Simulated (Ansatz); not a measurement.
## HfO$_{2}$: pressure and gap against volume

A database entry relaxed whole under r2SCAN (Fm-3m):

```
CELL_PARAMETERS angstrom
0.00000 2.52939 2.52939
2.52939 0.00000 2.52939
2.52939 2.52939 0.00000
ATOMIC_POSITIONS crystal
Hf 0.00000 0.00000 0.00000
O 0.25000 0.25000 0.25000
O 0.75000 0.75000 0.75000
```

The cell was scaled uniformly, its shape held, and the atoms relaxed at each volume with plane-wave PAW DFT (Ansatz 0.2.0; r2SCAN, 500 eV, 10×10×10 Γ-centred mesh, fermi-dirac occupations of width 0.020 eV; no spin, no spin-orbit coupling). One row is withheld.

```
volume (Å³/atom)  energy over the lowest (meV/atom)  pressure (GPa)  gap over mesh and path (eV)
          10.141                               36.6           19.09                        4.465
          10.357                               15.7           12.06                        4.410
          10.573                                  ?               ?                            ?
          10.788                                0.0            0.02                        4.302
          11.004                                3.5           -5.13                        4.248
          11.220                               13.6           -9.78                        4.195
          11.436                               29.6          -13.96                        4.142
```

Fit the pressures of the other rows to the third-order Birch-Murnaghan form.

With f = [(V₀/V)^(2/3) − 1]/2 and P = 3B₀f(1 + 2f)^(5/2)[1 + 3(B₀′ − 4)f/2], least squares gives V₀ = 10.79 Å³ an atom, B₀ = 271 GPa and B₀′ = 4.2; the rows miss the fit by less than 0.01 GPa. The slope of the energies differs from these pressures by less than 0.05 GPa.

How does the gap move with volume?

A parabola in ln(V/V₀) through the other rows has the slope dE_g/d ln V = -2.7 eV at V₀, so by B₀ the gap moves by +10 meV a GPa: it widens under pressure.

What does the withheld row hold?

The fit gives 5.73 GPa at 10.573 Å³; the run gave 5.73 GPa and 3.8 meV an atom. Its gap is 4.356 eV, against 4.356 eV from the parabola.

Caveats: the shape of the cell was held; 0 K, fixed nuclei; the symmetry was kept, and this need not be the phase that is stable at 0 K; one mesh for all volumes; r2SCAN gaps lie as a rule under measured ones; the slope of the gap can be off by tens of per cent, more where shallow d levels or spin-orbit coupling act on the edges; pressure is positive in compression.
